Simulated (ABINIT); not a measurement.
La2O3:

```
CELL_PARAMETERS angstrom
6.26678 0.00000 0.00000
-3.13339 5.42719 0.00000
0.00000 0.00000 3.29977
ATOMIC_POSITIONS crystal
La 0.66667 0.33333 0.50000
La 0.33333 0.66667 0.50000
O 0.50801 0.00000 0.00000
O 0.00000 0.50801 0.00000
O 0.49199 0.49199 0.00000
```

The cell comes from a database or a generator and needn't be the stable form of this composition.

Base run:

* Program: ABINIT 10.8.3 (patched build)
* Functional: PBE
* Potentials or basis: JTH PAW PBE v2.0
* Cutoff: 626 eV
* k mesh: 5 × 5 × 8
* Occupations: fermi-dirac, width 0.05 eV
* Spin: no spin polarisation

Its results: band gap on the k mesh 1.52 eV, indirect (least direct gap 2.02 eV); pressure 2.7 GPa; largest force 0.046 eV/Å.

Q: The run is repeated on the same cell with these changes: functional from PBE to PBEsol. What comes out?

A: Band gap on the k mesh 1.45 eV, indirect (least direct gap 1.96 eV); pressure -0.4 GPa; largest force 0.062 eV/Å.

PBEsol binds more tightly than PBE, so the same cell stands under less pressure.

Caveats: spin-orbit coupling is left out, which moves the levels of the heavy elements; an odd mesh through Γ misses points on the zone boundary, where band edges often lie (some runs); the PAW data sets were made with another functional, which shifts forces and pressure a little (some runs).
